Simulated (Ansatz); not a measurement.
**What PbO (model cell, started as zinc blende) distorts into**

Which phase does PbO (model cell, started as zinc blende) fall into along its unstable mode, and how much energy does it gain?

Method: DFT PBEsol, scalar-relativistic, plane waves, PAW, in Ansatz 0.2.0.

The structure was built from a prototype and need not be the compound's stable phase.

## 1. The structure

It takes space group F-43m (No. 216, cubic). Conventional cell: a = 5.572 Å, b = 5.572 Å, c = 5.572 Å, α = 90.00°, β = 90.00°, γ = 90.00°. Nearest to Pb lie 4 O at 2.41 Å. Nearest to O lie 4 Pb at 2.41 Å. Farther neighbours and most contacts between anions are not listed.

Coordinates:

```cif
data_structure
_symmetry_space_group_name_H-M 'P 1'
_symmetry_Int_Tables_number 1
_cell_length_a 3.9403
_cell_length_b 3.9403
_cell_length_c 3.9403
_cell_angle_alpha 60.000
_cell_angle_beta 60.000
_cell_angle_gamma 60.000
_cell_volume 43.26
loop_
_atom_site_label
_atom_site_type_symbol
_atom_site_fract_x
_atom_site_fract_y
_atom_site_fract_z
_atom_site_occupancy
Pb1 Pb 0.00000 0.00000 0.00000 1
O2 O 0.25000 0.25000 0.25000 1
```

## 2. The dispersion

The cell comes from relaxations at this level that are not shown. Stability and thermal properties need the whole zone. Linear response on a 4×4×4 q mesh gives force constants as far as a supercell of that size would, and the tensors from the zone-centre run are typed in so that the long-range dipole term is interpolated apart.

The input, input.yaml:

```yaml
crystal:
  lattice:
    - [0.0, 2.7862023436, 2.7862023436]
    - [2.7862023436, 0.0, 2.7862023436]
    - [2.7862023436, 2.7862023436, 0.0]
  atoms:
    - { symbol: Pb, position: [0.0, 0.0, 0.0] }
    - { symbol: O, position: [0.25, 0.25, 0.25] }
kpoints:
  mp_grid: { grid: [12, 12, 12] }
hamiltonian:
  xc: pbesol
scf:
  occupations: { method: fixed }
output:
  eigenvalues: true
phonons:
  method: dfpt
  qmesh: [4, 4, 4]
  temperatures: { t_max: 1000, t_step: 50 }
  qpath:
    path:
      - [[0.0, 0.0, 0.0], [-0.5, -0.5, 0.0], [-0.375, -0.375, 0.25]]
      - [[-0.375, 0.0, 0.375], [0.0, 0.0, 0.0], [0.0, 0.0, 0.5], [-0.5, -0.25, 0.25], [-0.5, -0.5, 0.0]]
    npoints: 10
  non_analytic_term:
    high_frequency_dielectric_tensor: [[8.7173, 0.0, 0.0], [0.0, 8.7173, 0.0], [0.0, 0.0, 8.7173]]
    born_effective_charges:
      - { species: Pb, tensor: [[2.1253, 0.0, 0.0], [0.0, 2.1253, 0.0], [0.0, 0.0, 2.1253]] }
      - { species: O, tensor: [[-2.1253, 0.0, 0.0], [0.0, -2.1253, 0.0], [0.0, 0.0, -2.1253]] }
    source: "zone-centre run at this cell"
```

Launch:

```sh
ansatz run input.yaml --threads 4 --pin off --max-ram 7168MiB --backend cpu --events-out ev --progress --plain --runs-dir out
```

Numbers of over 12 decimals in the logs are rounded to 6 here.

What it wrote:

```text
Warning: phonons: the dynamical matrix that this run interpolates holds no multipole term above the dipole-dipole one, and a site of this crystal is no centre of inversion, so its interpolated transverse optical and acoustic branches and sound speeds can stay off near Gamma, and the density of states and the thermodynamics with them. What a run solves at a wave vector of phonons.qpoints, Gamma apart, where the deck admits one, is free of this, and under fd what a larger phonons.supercell samples
Engine: ansatz 0.2.0, x86_64-unknown-linux-gnu
Pseudopotentials: kind: paw
Pseudopotential: Pb, paw, valence charge 14, recommended cutoff 420 eV (normal), Pb.paw.azcp
Pseudopotential: O, paw, valence charge 6, recommended cutoff 420 eV (normal), O.paw.azcp
Functional definition: PBEsol
  exchange = pbesol_x
  correlation = pbesol_c
Crystal: 2 atoms, lattice volume = 43.258 Å³
Basis set: ecut = 420 eV, 869 PW (Γ), exchange–correlation on 54×54×54 points (8 copies of the dense FFT grid, shifted against one another)
Bands: 14, of which v1, the nominal top of the filled ones, is band 10 counted from 1 (9 counted from 0)
Symmetry: 24 space group operations
k-points: 72 of 1728 (time reversal used)
Non-local potential: Pb, projectors of the file, l = 0: 2, l = 1: 2, l = 2: 2, l = 3: 2
Non-local potential: O, projectors of the file, l = 0: 2, l = 1: 2, l = 2: 1
PAW form: soft (Blöchl's): semilocal exchange-correlation on the pseudo side does not see the compensation charge
PAW frozen core: Pb, regenerated for the run's functional, and the local potential with it (the file was generated under x = pbe(κ = 0.804, μ = 0.219515), c = pbe(β = 0.066725))
PAW frozen core: O, regenerated for the run's functional, and the local potential with it (the file was generated under x = pbe(κ = 0.804, μ = 0.219515), c = pbe(β = 0.066725))
PAW one-centre angular grid: Pb, 590 points (default); XC on 64 Gauss nodes
PAW one-centre angular grid: O, 110 points (default); XC on 64 Gauss nodes
Initial density: superposition of atomic densities (neutral atoms: chi_scale 0, normalization atom), corrected by the library's trained network
Initial wavefunctions: pseudopotential atomic-orbital guess
Functional: x = pbesol(κ = 0.804, μ = 0.123457), c = pbesol(β = 0.046)
SCF iter   1: F=—  HF=-12315.002850 eV  |F-HF|=—  |Δ(HF+E_count)|=         —  Δρ=1.96e-2  dr2=1.73e-1  ethr=1.77e-3  ⟨swp⟩=4.3  Hψ=4615  notcnv=0  defer=107
preconditioner: auto → none  [insulator: Δε(μ)=0.054 eV  Ē_g=16.554 eV  n_scr=14 (ndim 8)  ℏωp=25.2 eV  f_vac=0.078  ε∞_Penn≈3.3]
SCF iter   2: F=—  HF=-12315.028121 eV  |F-HF|=—  |Δ(HF+E_count)|=   2.53e-2  Δρ=2.58e-2  dr2=2.83e-1  ethr=8.65e-4  ⟨swp⟩=2.3  Hψ=2507  notcnv=0  defer=114
SCF iter   3: F=—  HF=-12314.972963 eV  |F-HF|=—  |Δ(HF+E_count)|=   5.52e-2  Δρ=5.98e-3  dr2=1.48e-2  ethr=8.65e-4  ⟨swp⟩=2.0  Hψ=1355  notcnv=0  defer=121
SCF iter   4: F=—  HF=-12314.970359 eV  |F-HF|=—  |Δ(HF+E_count)|=   2.60e-3  Δρ=6.88e-4  dr2=2.83e-4  ethr=7.40e-5  ⟨swp⟩=2.3  Hψ=1883  notcnv=0  defer=131
SCF iter   5: F=—  HF=-12314.970322 eV  |F-HF|=—  |Δ(HF+E_count)|=   3.77e-5  Δρ=1.11e-4  dr2=4.83e-6  ethr=1.41e-6  ⟨swp⟩=2.1  Hψ=1262  notcnv=0  defer=127
SCF iter   6: F=—  HF=-12314.970325 eV  |F-HF|=—  |Δ(HF+E_count)|=   3.12e-6  Δρ=1.18e-5  dr2=6.44e-8  ethr=2.41e-8  ⟨swp⟩=2.0  Hψ=1310  notcnv=0  defer=62
SCF iter   7: F=—  HF=-12314.970326 eV  |F-HF|=—  |Δ(HF+E_count)|=   1.63e-6  Δρ=2.43e-6  dr2=1.95e-9  ethr=3.22e-10  ⟨swp⟩=2.0  Hψ=1315  notcnv=0  defer=30
SCF iter   8: F=—  HF=-12314.970326 eV  |F-HF|=—  |Δ(HF+E_count)|=   1.91e-9  Δρ=2.14e-7  dr2=1.29e-11  ethr=9.74e-12  ⟨swp⟩=2.1  Hψ=1373  notcnv=0  defer=30
SCF iter   9: F=-12314.970326 eV  HF=-12314.970326 eV  |F-HF|=0.00e0  |Δ(HF+E_count)|=  3.64e-12  Δρ=2.87e-8  dr2=5.15e-13  ethr=1.00e-12  ⟨swp⟩=7.3  Hψ=5562  notcnv=0
SCF 1 converged in 9 iterations: F = -12314.970326 eV  dr2 = 5.15e-13
  greatest PAW one-centre occupation: 0.981 electrons in one spin orbital (limit 2), on the Pb atom at site 0 (counted from 0), in its partial waves of l = 2
NSCF: frozen V_eff on 72 k-points
NSCF: frozen V_eff on 163 k-points
DFPT response loops at q = (0, 0, 0) (fractional): preconditioner auto → none (the input reference at scf.mixing.eps_inf says where Resta's filter doesn't serve); β = 0.50; Broyden in place of MSR1
NSCF: frozen V_eff on 1872 k-points
DFPT response loops at q = (0, 0, 0.25) (fractional): preconditioner auto → Resta (q_TF=auto, 2.399 Å⁻¹)  ε∞=13.9 (no band partly filled); β = 1.00, the filter's whole step (`scf.mixing.beta` (0.50) is not read by the response loops at its default; to damp them type it under 1.00, their step now; it binds the ground state too); Broyden in place of MSR1
NSCF: frozen V_eff on 952 k-points
DFPT response loops at q = (0, 0, -0.5) (fractional): mixed as the last ones told, above
NSCF: frozen V_eff on 1020 k-points
DFPT response loops at q = (0, 0.25, 0.25) (fractional): mixed as the last ones told, above
NSCF: frozen V_eff on 3456 k-points
DFPT response loops at q = (0, 0.25, -0.5) (fractional): mixed as the last ones told, above
NSCF: frozen V_eff on 1872 k-points
DFPT response loops at q = (0, 0.25, -0.25) (fractional): mixed as the last ones told, above
NSCF: frozen V_eff on 560 k-points
DFPT response loops at q = (0, -0.5, -0.5) (fractional): mixed as the last ones told, above
NSCF: frozen V_eff on 1020 k-points
DFPT response loops at q = (0.25, -0.5, -0.25) (fractional): mixed as the last ones told, above
SCF converged after 9 iterations
Free energy (F): -12314.970326 eV
Harris-Foulkes:  -12314.970326 eV  (|F-HF|=0.00e0)
Internal energy: -12314.970326 eV  (E = F + TS)
E sigma→0 (E₀):  -12314.970326 eV
Fermi energy:    7.819108 eV
--- Per-component energies (eV) ---
  E_band       = -71.788660
  E_kinetic    = 460.802703
  E_local      = -1521.186268  (includes V_loc(G=0)·N_el)
  E_nonlocal   = 400.514308
  E_hartree    = 590.448632
  E_xc         = -292.049946
  E_vxc        = -226.235744  (∫ρ·V_xc dr)
  E_paw        = -10405.190289  (= ΣΔE_a)
  E_vpaw       = -366.583290  (= ΣTr[D̂ρ^β])
  E_aug_tail   = 0.002373  (compensation charges beyond the density's cutoff)
  E_ewald      = -1548.409244
  E_core_change = 0.097405  (= ΣΔE_core)
  E_smearing   = -0.000000  (= −TS)
  E_closure    = 0.000000  (closes the sum)
  Σ components = -12314.970326   (vs F -12314.970326, Δ=0.00e0)
--- Band table (eV; the first three rows and the last of 72) ---
  k-point 0: bands = [... 6 lower, 0.9497, 5.4513, 5.4513, 5.4513, 13.0827, 13.0827, 13.0827, 15.8865]
  k-point 1: bands = [... 6 lower, 0.8864, 5.4164, 5.4164, 5.4817, 12.4547, 13.1175, 13.1175, 16.5848]
  k-point 2: bands = [... 6 lower, 0.7066, 5.3234, 5.3234, 5.5492, 11.4758, 13.1969, 13.1969, 17.2516]
  k-point 71: bands = [... 6 lower, -0.0836, 3.7933, 3.8725, 7.8191, 10.1453, 11.0766, 12.9365, 16.5007]
--- Phonons (Γ-DFPT): 2 representative perturbations + reference (Σ response iterations 7) ---
  ASR residual: 3.147e-5 → 0.000e0 eV/Å²; symmetrization residual: 1.220e-6 eV/Å²
  ASR residual per site (eV/Å²): 3.15e-5 2.91e-5
  Γ frequencies (cm⁻¹): 0.00 0.00 0.00 252.39 252.39 252.39
--- Phonons (arbitrary-q DFPT): 8 irreducible q on the 4×4×4 mesh ---
  q = [0.0000, 0.0000, 0.0000] (star 1, of the zone-centre solve; hermiticity 7.01e-7, symmetrization 1.32e-12): -0.00 0.00 0.00 252.39 252.39 252.39
  q = [0.0000, 0.0000, 0.2500] (star 8, 2 solved perturbations on 936 of 1728 k-point pairs; hermiticity 7.26e-7, symmetrization 7.14e-13): -1.35 -1.35 73.01 234.38 234.38 318.68
  q = [0.0000, 0.0000, -0.5000] (star 4, 2 solved perturbations on 476 of 1728 k-point pairs; hermiticity 1.32e-7, symmetrization 5.17e-13): 13.74 13.74 120.67 207.53 207.53 305.68
  q = [0.0000, 0.2500, 0.2500] (star 6, 4 solved perturbations in 1608 linear systems a pass and spin channel, the states on 510 of 1728 k-point pairs; hermiticity 1.06e-6, symmetrization 1.98e-13): -56.01 -56.01 82.34 168.66 168.66 346.57
  q = [0.0000, 0.2500, -0.5000] (star 24, 4 solved perturbations in 5328 linear systems a pass and spin channel, the states on 1728 of 1728 k-point pairs; hermiticity 4.35e-7, symmetrization 2.05e-13): -73.11 -64.15 113.20 124.90 140.53 329.94
  q = [0.0000, 0.2500, -0.2500] (star 12, 4 solved perturbations in 2892 linear systems a pass and spin channel, the states on 936 of 1728 k-point pairs; hermiticity 1.12e-6, symmetrization 1.42e-12): -58.23 4.81 99.28 144.42 203.39 320.52
  q = [0.0000, -0.5000, -0.5000] (star 3, 4 solved perturbations in 886 linear systems a pass and spin channel, the states on 280 of 1728 k-point pairs; hermiticity 5.90e-7, symmetrization 2.45e-13): -140.56 -140.56 97.14 97.14 118.57 344.07
  q = [0.2500, -0.5000, -0.2500] (star 6, 4 solved perturbations in 1544 linear systems a pass and spin channel, the states on 510 of 1728 k-point pairs; hermiticity 5.93e-7, symmetrization 3.84e-13): -119.75 -90.22 104.75 114.93 118.74 323.39
  sum rule: each row above includes the acoustic sum rule's correction from the zone centre's row sums; it moved no ω² by more than (0.70 cm⁻¹)²
  mesh force constants: q→R imaginary residual 8.60e-19; ASR residual 3.147e-5 → 0.000e0 eV/Å²; symmetrization residual 5.329e-15 eV/Å²
  interpolated dispersion: 63 rows × 6 modes
  density of states and harmonic sums: on the 20×20×20 q-mesh, interpolated from the force constants of a 4×4×4 supercell (with the dipole–dipole term of supplied tensors)
  largest difference from the sums on the solved wave vectors: F 1.95e-2 eV, S 1.97e-5 and C_V 1.41e-6 eV/K
  zero-point energy: 0.046772 eV/cell   skipped modes (ω ≤ 0): 432, of them read as no rigid motion or as one in doubt: 429 (1.704e0 modes/cell left out, lowest -140.56 cm⁻¹)   left out of the sums: 2.84e-1 of the cell's modes: C_V's classical limit lies that fraction below 3 k_B per atom; for a crystal, a wire or a layer, F and S can be off by more, and a phonons.interpolated_qmesh denser along its periods is the remedy for the sampling
```

Run time: 2 min. Hardware: 4 threads of Intel Xeon 6975P-C (Granite Rapids), shared host; peak memory 2.5 GiB; 7.6 min of CPU time.

Reading the cycles: dr2 is the Hartree energy of the density residual (eV), the measure of convergence; HF is the Harris–Foulkes estimate of the energy, which meets the free energy F at convergence.

This step gave:

| Quantity | Value |
| --- | --- |
| gap on the k-mesh | 0.3120 eV |
| volume per atom | 21.63 Å³ |
| sum-rule residual before enforcement | 3.15e-5 eV/Å² |
| lowest frequency on the path | -140.6 cm⁻¹ |
| point group | -43m |
| highest frequency on the path or at a solved wavevector | 348 cm⁻¹ |
| highest optical mode at the zone centre (no LO-TO term) | 252.4 cm⁻¹ |
| lowest optical zone-centre mode | 252.4 cm⁻¹ |
| lowest mode on the q mesh (acoustic modes at Γ apart) | -140.6 cm⁻¹ |

Frequencies (cm⁻¹) solved at each irreducible wavevector; negative means imaginary. Frequencies by wavevector, by row:

```csv
q in reciprocal lattice units,star,mode 1,mode 2,mode 3,mode 4,mode 5,mode 6
0 0 0,1,0,0,0,252.4,252.4,252.4
0 0 0.25,8,-1.4,-1.4,73,234.4,234.4,318.7
0 0 -0.5,4,13.7,13.7,120.7,207.5,207.5,305.7
0 0.25 0.25,6,-56,-56,82.3,168.7,168.7,346.6
0 0.25 -0.5,24,-73.1,-64.2,113.2,124.9,140.5,329.9
0 0.25 -0.25,12,-58.2,4.8,99.3,144.4,203.4,320.5
0 -0.5 -0.5,3,-140.6,-140.6,97.1,97.1,118.6,344.1
0.25 -0.5 -0.25,6,-119.8,-90.2,104.8,114.9,118.7,323.4
```

Interpolated from a 4×4×4 q mesh, with the LO-TO term (at Γ the limit along the path; where Γ stands inside the path, tables give the limit on arrival). The phonon branches at the labelled points (cm⁻¹):

```csv
point,branch 1,branch 2,branch 3,branch 4,branch 5,branch 6
Γ,0,0,0,252,252,322
halfway,-56,-56,82,169,169,347
X,-141,-141,97,97,119,344
halfway,-136,-125,99,102,119,340
U,-130,-84,104,120,123,333
jump to K,-130,-84,104,120,123,333
halfway,-13,12,83,194,231,316
Γ,0,0,0,252,252,322
halfway,-1,-1,73,234,234,319
L,14,14,121,208,208,306
halfway,-74,-20,116,128,170,322
W,-120,-90,105,115,119,323
halfway,-129,-118,100,106,119,335
X,-141,-141,97,97,119,344
```

The phonon branches as a text plot (rows in cm⁻¹):

```
    338 |  *****************                                *****
    317 |**                 ********************   *********
    297 |                                       ***
    277 |
    256 |**                       ********
    236 |  *                    *****     ****
    216 |   *                  * *            *****
    195 |    **              ** *                 ***
    175 |      *            *                       ***
    155 |                  *   *                     * *
    134 |       *            **                       * *
    114 |        ************                  ******************
     94 |       *   *******  ***             **             *****
     73 |    ***                **          *
     53 |   *                     **      **
     32 |  *                        *    *
     12 | *                    ***   *  *    ********
     -8 |**                  ** *************      * *
    -29 |  **               *  *                    * **
    -49 |    ***           *                         *  *
    -69 |       *            **                       *
    -90 |                **                              ***
   -110 |        *      *   *                          ** ****
   -130 |         **********                             *  *****
         Γ           X  U|K            Γ         L        W     X
```

Symmetry leaves 8 wavevectors to solve. The lowest mode among them, the acoustic zeros apart, lies at q = (0, -0.5, -0.5) and is imaginary, 140.6i cm⁻¹, so the energy falls along it.

## 3. The mode frozen in, largest atomic shift 0 Å

The mode followed lies at q = (0, -0.5, -0.5) with frequency 140.6i cm⁻¹ and is 2-fold degenerate, the softest among the wavevectors solved. At small amplitude the distorted cell has space group no. 20 by a symmetry search on the positions. The undistorted cell that holds it gives the zero of energy on the same k mesh.

System of this step: PbO (model cell, started as zinc blende). It takes space group F-43m (No. 216, cubic). Conventional cell: a = 5.572 Å, b = 5.572 Å, c = 5.572 Å, α = 90.00°, β = 90.00°, γ = 90.00°. Nearest to Pb lie 4 O at 2.41 Å. O has 4 Pb at 2.41 Å nearest. Farther neighbours and most contacts between anions are not listed.

The input, input.yaml:

```yaml
crystal:
  lattice:
    - [0.0, -2.7862023436, -2.7862023436]
    - [0.0, 2.7862023436, -2.7862023436]
    - [5.5724046872, 0.0, 0.0]
  atoms:
    - { symbol: Pb, position: [0.5, 0.5, 0.5] }
    - { symbol: Pb, position: [0.0, 0.0, 0.0] }
    - { symbol: O, position: [0.0, 0.5, 0.75] }
    - { symbol: O, position: [0.5, 0.0, 0.25] }
kpoints:
  mp_grid: { grid: [8, 8, 6] }
hamiltonian:
  xc: pbesol
scf:
  occupations: { method: gaussian, width: 0.02 }
output:
  forces: true
  stress: true
  eigenvalues: true
```

What it wrote:

```text
[...]
Crystal: 4 atoms, lattice volume = 86.516 Å³
Basis set: ecut = 420 eV, 1715 PW (Γ), exchange–correlation on 54×54×80 points (8 copies of the dense FFT grid, shifted against one another)
Bands: 24, of which v1, the nominal top of the filled ones, is band 20 counted from 1 (19 counted from 0)
Symmetry: 16 space group operations
[...]
k-points: 60 of 384 (time reversal used)
[...]
--- Band table (eV; the first three rows and the last of 60) ---
  k-point 0: bands = [... 16 lower, 5.4516, 5.4516, 5.4516, 7.6326, 8.1312, 13.0828, 13.0828, 13.0828]
  k-point 1: bands = [... 16 lower, 5.3574, 5.3574, 5.5885, 7.3736, 8.4589, 12.3182, 13.1006, 13.1006]
  k-point 2: bands = [... 16 lower, 5.1072, 5.1072, 5.9523, 6.9355, 9.1090, 11.0958, 13.1709, 13.1709]
  k-point 59: bands = [... 16 lower, 3.8727, 3.8727, 7.8194, 7.8194, 10.1455, 10.1455, 11.0766, 11.0766]
[key lines of the parts left out:]
SCF converged after 8 iterations
Free energy (F): -24629.940760 eV
Fermi energy:    7.975734 eV
P = ⅓ Tr σ = -0.0041 GPa (-0.041 kbar)
```

It took 1.8 s on 4 threads; peak memory 0.45 GiB.

This step gave:

```
pressure                         : -0.004126 GPa
gap on the k-mesh                : 0.3119 eV
energy from the undistorted cell : 0 meV/atom
```

At this level the gap is 0.31 eV on the k-mesh of the self-consistent run, which can miss the band edges.

## 4. The mode frozen in, largest atomic shift 0.32 Å

The atoms are moved along the unstable eigenvector, the largest shift by 0.32 Å, with the cell fixed.

input.yaml, the sections that differ from step 3:

```yaml
crystal:
  lattice:
    - [0.0, -2.7862023436, -2.7862023436]
    - [0.0, 2.7862023436, -2.7862023436]
    - [5.5724046872, 0.0, 0.0]
  atoms:
    - { symbol: Pb, position: [0.504421068, 0.504421068, 0.5] }
    - { symbol: Pb, position: [-0.004421068, -0.004421068, 0.0] }
    - { symbol: O, position: [0.0574258364, 0.4425741636, 0.75] }
    - { symbol: O, position: [0.4425741636, 0.0574258364, 0.25] }
# kpoints, hamiltonian, scf, output: as in step 3
```

What it wrote:

```text
[...]
Crystal: 4 atoms, lattice volume = 86.516 Å³
Basis set: ecut = 420 eV, 1715 PW (Γ), exchange–correlation on 54×54×80 points (8 copies of the dense FFT grid, shifted against one another)
Bands: 24, of which v1, the nominal top of the filled ones, is band 20 counted from 1 (19 counted from 0)
Symmetry: 4 space group operations
[...]
k-points: 84 of 384 (time reversal used)
[...]
--- Band table (eV; the first three rows and the last of 84) ---
  k-point 0: bands = [... 16 lower, 5.3602, 5.4397, 5.5078, 7.4612, 8.2213, 12.0395, 12.9941, 13.1753]
  k-point 1: bands = [... 16 lower, 5.2668, 5.3649, 5.6251, 7.1258, 8.6255, 11.6820, 12.8984, 13.4045]
  k-point 2: bands = [... 16 lower, 5.0263, 5.1258, 5.9186, 6.6783, 9.2941, 10.8903, 12.9429, 13.5654]
  k-point 83: bands = [... 16 lower, 3.8997, 3.8997, 7.3645, 7.3645, 10.4192, 10.4192, 10.9516, 10.9516]
[key lines of the parts left out:]
SCF converged after 8 iterations
Free energy (F): -24630.009442 eV
Fermi energy:    7.957629 eV
P = ⅓ Tr σ = 0.2496 GPa (2.496 kbar)
```

The job ended after 2.1 s (4 threads; peak memory 0.47 GiB; 7.5 s of CPU time).

Numbers from this step:

```yaml
pressure: 0.2496 GPa
gap_on_the_k_mesh: 0.5278 eV
energy_from_the_undistorted_cell: -17.17 meV/atom
```

The energy, extrapolated to zero smearing, is -17.17 meV/atom against the undistorted cell.

The run ends at a pressure of 0.25 GPa, with forces up to 0.42 eV/Å.

## 5. Energy along the mode, all amplitudes (two of the runs are shown above)

An imaginary frequency means negative curvature, so the energy should fall and then rise again as anharmonic terms take over.

This step gave:

* depth at the lowest point sampled: 17.17 meV/atom
* largest atomic shift at that point: 0.32 Å

Table of energy from the parent by largest atomic shift:

```csv
largest atomic shift (Å),energy from the parent (meV/atom)
0.000,0
0.040,-0.5
0.080,-1.93
0.140,-5.42
0.220,-11.2
0.320,-17.2
0.450,-16.5
0.600,2.66
```

Displacement at unit largest shift by atom:

```csv
atom,x (Å),y (Å),z (Å),size
Pb1,0.00,0.00,-0.08,0.08
Pb2,0.00,0.00,0.08,0.08
O3,0.00,-1.00,0.00,1.00
O4,0.00,1.00,0.00,1.00
```

The lowest of the steps tried is at 0.32 Å, 17.2 meV/atom below the parent; the bottom of the well need not coincide with a step.

(Continued in part 2 of 3.)

[Logs are printed without paths, hosts, clocks, repeated set-up lines and the standing remarks that a program may print on its own settings, such as how far it seeks lower states.]

[Hosts, paths, dates, database ids (printed as entryN), source tags and the programs' standing remarks are cut or masked in the printed files.]
